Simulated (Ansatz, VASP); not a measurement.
## GaAs: VASP and Ansatz over several settings

```
CELL_PARAMETERS angstrom
0.00000 2.86405 2.86405
2.86405 0.00000 2.86405
2.86405 2.86405 0.00000
ATOMIC_POSITIONS crystal
As 0.75000 0.75000 0.75000
Ga 0.00000 0.00000 0.00000
```

Change from the starting cell: volume scaled by 1.04.

Single points on this cell with VASP 6.6.1 and Ansatz 0.2.0. Each row is one pair of runs. Alike in all rows: spin: off; k mesh: 8 × 8 × 8; smearing: fermi-dirac, width 0.05 eV; VASP's potentials, cutoff: VASP PAW PBE potentials, release 64 (As, Ga_d), 520 eV.

```tsv
level	Ansatz's potentials, cutoff	gap on the k mesh at the Fermi level (eV), VASP	gap on the k mesh at the Fermi level (eV), Ansatz	least direct gap on the mesh (eV), VASP	least direct gap on the mesh (eV), Ansatz	pressure (GPa), VASP	pressure (GPa), Ansatz
PBE	Ansatz PAW, 420 eV	0.23	0.23	0.23	0.23	0.7	0.6
PBE	PseudoDojo standard (PBE files), 1143 eV	0.23	0.22	0.23	0.22	0.7	0.7
PBE	Ansatz PAW earlier set, 1020 eV	0.23	0.23	0.23	0.23	0.7	0.6
```

Gap on the k mesh at the fermi level (eV): the two programs differ by at most 0.004; least direct gap on the mesh (eV): the two programs differ by at most 0.004; pressure (GPa): the two programs differ by at most 0.17.
